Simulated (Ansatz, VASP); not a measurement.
**One calculation of GaN, two programs**

```
CELL_PARAMETERS angstrom
3.33900 0.00000 0.00000
-1.66950 2.89166 0.00000
0.00000 0.00000 5.29515
ATOMIC_POSITIONS crystal
Ga 0.33333 0.66667 0.00000
Ga 0.66667 0.33333 0.50000
N 0.33333 0.66667 0.37500
N 0.66667 0.33333 0.87500
```

Change from the starting cell: strain +0.050 along x and y, +0.025 along z, atoms carried along.

Alike in both runs: task single point; functional PBE; k mesh 12 × 12 × 6; occupations gaussian, width 0.05 eV; no spin polarisation.

|  | VASP | Ansatz |
| --- | --- | --- |
| version | VASP 6.6.1 | Ansatz 0.2.0 |
| potentials or method | VASP PAW PBE potentials, release 64 (Ga_d, N) | scalar-relativistic, plane waves, PAW |
| plane-wave cutoff (eV) | 520 | 420 |
| valence electrons in the cell | 36 | 36 |

Ansatz gave:

```
gap on the k mesh at the Fermi level (eV)       : 1.19
least direct gap on the mesh (eV)               : 1.19
pressure (GPa)                                  : -11.7
largest component of the traceless stress (GPa) : 5.28
rms of the force components (eV/Å)              : 0.142
```

Q: Estimate VASP's values.

A: gap on the k mesh at the Fermi level (eV): 1.19; least direct gap on the mesh (eV): 1.19; pressure (GPa): -11.5; largest component of the traceless stress (GPa): 5.28; rms of the force components (eV/Å): 0.140.

Atom by atom the forces differ by 0.002 eV/Å (rms over components). With one functional, cell and mesh, what is left measures potentials, basis and numerics.
